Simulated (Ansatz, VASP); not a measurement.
Two plane-wave programs on K

```xyz
2
Lattice="0.0000 4.5272 4.5272 4.5272 0.0000 4.5272 4.5272 4.5272 0.0000" Properties=species:S:1:pos:R:3 pbc="T T T"
K    -1.1318   -1.1318   -1.1318
K     1.1318    1.1318    1.1318
```

Alike in both runs: functional LDA; k mesh 8 × 8 × 8; occupations fermi-dirac, width 0.05 eV; no spin polarisation.

Ansatz relaxed the structure, and its values are those at the end. VASP's run is a single point on that final structure, the one shown.

|  | VASP | Ansatz |
| --- | --- | --- |
| version | VASP 6.6.1 | Ansatz 0.2.0 |
| potentials or method | VASP PAW LDA potentials, release 64 (K_sv) | PAW with Ansatz's default frozen-core files, scalar-relativistic |
| plane-wave cutoff (eV) | 520 | 420 |
| valence electrons in the cell | 18 | 18 |

```tsv
	VASP	Ansatz	Ansatz less VASP
pressure (GPa)	0.0	0.1	+0.01
```
